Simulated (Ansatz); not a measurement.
The polar optical mode of AlN at 11 GPa, worked through

Method: Ansatz 0.2.0, DFT PBE, scalar-relativistic, plane waves, PAW. Plane waves to 420 eV; Γ-centred k mesh 10×10×10; fixed occupations. No spin polarisation. Phonons by linear response, acoustic sum rule imposed.

The cell, relaxed at 11 GPa:
```cif
data_structure
_symmetry_space_group_name_H-M 'F-43m'
_symmetry_Int_Tables_number 216
_cell_length_a 4.3281
_cell_length_b 4.3281
_cell_length_c 4.3281
_cell_angle_alpha 90.000
_cell_angle_beta 90.000
_cell_angle_gamma 90.000
_cell_volume 81.07
loop_
_atom_site_label
_atom_site_type_symbol
_atom_site_symmetry_multiplicity
_atom_site_Wyckoff_symbol
_atom_site_fract_x
_atom_site_fract_y
_atom_site_fract_z
_atom_site_occupancy
Al1 Al 4 a 0.00000 0.00000 0.00000 1
N1 N 4 c 0.25000 0.25000 0.25000 1
```

Other phases may be more stable at this pressure.

Linear response gives ν_TO = 683.2 cm⁻¹, Born charges ±2.543 e (positive on Al) and ε∞ = 4.530. The primitive cell holds 20.268 Å³, and the masses are 26.982 and 14.007 amu.

Question: Find ν_LO and the static dielectric constant.

Answer: The long-wave field adds a restoring force: ω_LO² − ω_TO² = Z*²e²/(ε_vac ε∞ μV). In these units ν_LO² − ν_TO² = 4.92064×10⁷ Z*²/(μ V ε∞) cm⁻², with μ = m₁m₂/(m₁ + m₂) = 9.220 amu: 375836 cm⁻². So ν_LO = √(683.2² + 375836) = 918.0 cm⁻¹, and the run gives 918.0. Lyddane–Sachs–Teller then gives ε0 = ε∞ (ν_LO/ν_TO)² = 8.18, against 8.18 in the run (it forms both from the same three quantities, so the match checks the arithmetic only). Between ν_TO and ν_LO the dielectric function is negative and an undamped crystal reflects fully: a reststrahlen band from 10.9 to 14.6 μm.

Question: What do the Clausius–Mossotti polarisability and the Szigeti charge come to?

Answer: With the Lorentz local field, α = (3V/4π)(ε∞ − 1)/(ε∞ + 2) = 2.62 Å³ for the pair, and e_S = 3Z*/(ε∞ + 2) = 1.17 e. The Born charge includes the electrons' response to the dipole's own local field, and e_S takes that enhancement out. The Lorentz field assumes point-like polarisable ions, a poor picture once ε∞ is this large, since the electron clouds then overlap or are shared, so both numbers are formal here.

Question: How strongly does a slow electron couple to the LO mode?

Answer: For one isotropic parabolic band, Fröhlich's constant is α_F = (1/ε∞ − 1/ε0) √(m* Ry/ħω_LO), with Ry = 13.606 eV, ħω_LO = 113.8 meV and m* in free-electron masses: α_F = 0.0984 × 10.93 × √m* = 1.08 √m*. The band mass isn't part of this run; for m* = 0.1, 0.3 and 1 it gives 0.34, 0.59, 1.08. In weak coupling the polaron lies α_F ħω_LO below the band edge (67 meV at m* = 0.3) with a mass m*(1 + α_F/6); past α_F of about 5 or 6 that expansion fails. A semilocal functional's ε∞ tends to be too large, which taken alone lowers α_F.

This zinc-blende form isn't the usual stable structure of the compound at low pressure.

Cost: 1 run of about 0.18 core-minutes, on AMD EPYC 9R45 (Zen 5) (shared hosts).